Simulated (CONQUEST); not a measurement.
Crystal: GePt.

```
Pt Ge
1.0
     3.69700    0.00000    0.00000
     0.00000    5.71900    0.00000
     0.00000    0.00000    6.08400
Pt Ge
4 4
Direct
  0.75000 0.00050 0.19080
  0.25000 0.49950 0.69080
  0.75000 0.50050 0.30920
  0.25000 0.99950 0.80920
  0.75000 0.81500 0.59000
  0.25000 0.68500 0.09000
  0.75000 0.31500 0.91000
  0.25000 0.18500 0.41000
```

Base run:

* Program: CONQUEST 1.3
* Functional: PBE
* Potentials or basis: PseudoDojo NC PBE, DZP, grid cutoff 120 Ha
* k mesh: 7 × 5 × 5
* Occupations: fermi-dirac, width 0.05 eV
* Spin: no spin polarisation

Its results: band gap on the k mesh none (metal or under the smearing width); pressure 12.1 GPa; largest force 0.214 eV/Å.

Task: The run is repeated on the same cell with these changes: functional from PBE to PBEsol; potentials or basis from PseudoDojo NC PBE, DZP, grid cutoff 120 Ha to PseudoDojo NC PBEsol, DZP, grid cutoff 120 Ha. What comes out?

Result: Band gap on the k mesh none (metal or under the smearing width); pressure 5.2 GPa; largest force 0.166 eV/Å.

Caveats: the basis of atomic orbitals isn't converged, which shifts pressures, moduli and gaps.
